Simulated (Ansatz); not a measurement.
CuI (h-MgO type) under strain

CuI (h-MgO type) (it has left that coordination), relaxed with r2SCAN in the PAW code Ansatz. Space group P6_3/mmc (No. 194), hexagonal; conventional cell a = 4.376 Å, c = 7.254 Å, 30.07 Å³ an atom. Around Cu lie 3 I at 2.53 Å; around I lie 3 Cu at 2.53 Å.

The axes x, y and z are those of this cell:
```
CELL_PARAMETERS angstrom
4.37554 0.00000 0.00000
-2.18777 3.78933 0.00000
0.00000 0.00000 7.25379
ATOMIC_POSITIONS crystal
Cu 0.33333 0.66667 0.25000
Cu 0.66667 0.33333 0.75000
I 0.66667 0.33333 0.25000
I 0.33333 0.66667 0.75000
```

Unstrained: With PBE the gap is 1.211 eV and direct, at Γ. With r2SCAN the gap is 1.661 eV and direct, at Γ. The HSE06 gap is direct at Γ: 2.693 eV. Meshes: PBE 6×6×4, r2SCAN 6×6×4, HSE06 6×6×4. Strains are changes of length per length. After each strain the atoms were relaxed again with r2SCAN within the symmetry that the strain leaves, so tilts or polar shifts that break it weren't tested; points keep the names that they have in the unstrained zone. These are computed values for a spin-unpolarised cell that may be hypothetical; none is a measurement.

Changes of the least gap in eV (an overlap counts as a negative gap):
```json
{"strain": "uniaxial -5.38 % along z", "volume change (%)": "-5.4", "space group": "P6_3/mmc", "PBE": "-0.125", "r2SCAN": "-0.178", "HSE06": "–", "energy rise, r2SCAN (meV/atom)": "4.0"}
```

Uniaxial -5.38 % along z, other directions held. r2SCAN: the gap goes from 1.661 to 1.483 eV (-0.178 eV). Stress change with r2SCAN, compression positive: xx +0.71, yy +0.71, zz +0.95 GPa.

No spin-orbit coupling is included; it can move band edges with weight on the heavy atoms by tenths of an eV.

The meshes of the hybrids are coarse, so their gaps aren't converged to the digits shown.
